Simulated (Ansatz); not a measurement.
**Generalised stacking fault in Si₂Mo**

All numbers below come from DFT PBE, scalar-relativistic, plane waves, PAW in Ansatz. The runs took a 420 eV cutoff, a Γ-centred 14×14×3 mesh and Gaussian smearing (0.15 eV). No spin polarisation. Energies are free energies at this smearing, counted from the undisturbed cell; pressure is positive in compression.

Reference structure (relaxed at this level):

```
Si Mo
1.0
    -3.21685    0.00000    0.00000
     0.00000   -3.21685    0.00000
     0.00000    0.00000   15.74604
Si Mo
8 4
Direct
  0.50000 0.50000 0.29255
  0.00000 0.00000 0.04255
  0.50000 0.50000 0.79255
  0.00000 0.00000 0.54255
  0.50000 0.50000 0.45745
  0.00000 0.00000 0.20745
  0.50000 0.50000 0.95745
  0.00000 0.00000 0.70745
  0.00000 0.00000 0.37500
  0.50000 0.50000 0.12500
  0.00000 0.00000 0.87500
  0.50000 0.50000 0.62500
```

The cut lies on the cell's a–b face, a (0 0 1) plane (indices in the standard cell, whose axes needn't be the Cartesian ones shown) of area 10.35 Å², between layers 1.34 Å apart. Vector c is tilted by f times 1·a + 0·b (length 3.217 Å) with the atoms' Cartesian places fixed: one unrelaxed fault a cell. The cell is metallic on the mesh throughout.

```csv
f,γ (mJ/m²),"shear traction, the slope of γ along the slip (GPa)"
0.0000,0,0.0
0.1000,400,24.4
0.2000,1507,42.9
0.3000,3016,48.1
0.4000,4378,32.9
0.5000,4947,0.0
```

By symmetry 0.6000 repeats 0.4000, 0.8000 repeats 0.2000, 0.7000 repeats 0.3000, 0.9000 repeats 0.1000 in energy, with the opposite slope along the path.

Cost: 6 runs of about 8.1 core-minutes in all, on Oxide Virtual Turin-like Processor (Zen 5) (shared hosts).